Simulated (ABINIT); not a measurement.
## Si: relaxation of cell and atoms with LDA

Si:

```xyz
1
Lattice="2.6205 0.0000 0.0000 -1.3103 2.2695 0.0000 0.0000 0.0000 2.4664" Properties=species:S:1:pos:R:3 pbc="T T T"
Si    0.0000    0.0000    0.0000
```

This isn't the form of Si at room conditions, which is diamond.

```yaml
Program: ABINIT 10.8.3 (patched build)
Task: relaxation of cell and atoms
Functional: LDA
Potentials_or_basis: JTH PAW LDA v2.0
Cutoff: 408 eV
k_mesh: 12 × 12 × 11
Occupations: fermi-dirac, width 0.05 eV
Spin: no spin polarisation
Cell_freedom_optcell: 2
Cutoff_smearing_ecutsm_Ha: 0.5
Optimiser_ionmov: 2
Force_stop_Ha/bohr: 5e-05
Fine-grid_cutoff: 816.342 eV
```

* Relaxed volume: 14.53 Å³/atom
* Relaxed cell: a = 2.602 Å, b = 2.602 Å, c = 2.478 Å, α = 90.00°, β = 90.00°, γ = 120.00°
* Space group after relaxing (to 0.05 Å): P6/mmm (No. 191)
* Energy gained by relaxing: 1.9 meV/atom
* Ionic steps: 6
* Pressure after relaxing: 0.0 GPa
* Band gap on the k mesh: none (metal or under the smearing width)
* Valence electrons inside the program's atomic spheres: Si 1.53 (radii [1.0104] Å)

The path:
| step | energy change (eV) | largest force (eV/Å) | pressure (GPa) | volume (Å³) |
| --- | --- | --- | --- | --- |
| 1 | 0.0000 | 0.0000 | -0.96 | 14.67 |
| 2 | -0.0011 | 0.0000 | -0.68 | 14.62 |
| 3 | -0.0019 | 0.0000 | -0.01 | 14.53 |
| 4 | -0.0019 | 0.0000 | -0.05 | 14.54 |
| 5 | -0.0019 | 0.0000 | -0.03 | 14.53 |
| 6 | -0.0019 | 0.0000 | 0.00 | 14.53 |

Final structure:
```xyz
1
Lattice="2.6021 0.0000 0.0000 -1.3010 2.2535 0.0000 0.0000 0.0000 2.4779" Properties=species:S:1:pos:R:3 pbc="T T T"
Si    0.0000    0.0000    0.0000
```

Levels at points of the mesh, in eV from the Fermi level:
| k point | band 1 | band 2 | band 3 | band 4 | band 5 | band 6 |
| --- | --- | --- | --- | --- | --- | --- |
| (0.00, 0.00, 0.00) | -14.15 | 7.66 | 7.67 | 10.57 | 10.57 | 12.76 |
| (0.50, 0.00, 0.00) | -7.53 | -6.79 | 5.32 | 6.84 | 12.57 | 15.26 |

Run time: 14 s on 1 thread of Arm Neoverse V2, on a shared host, peak memory 0.07 GiB.
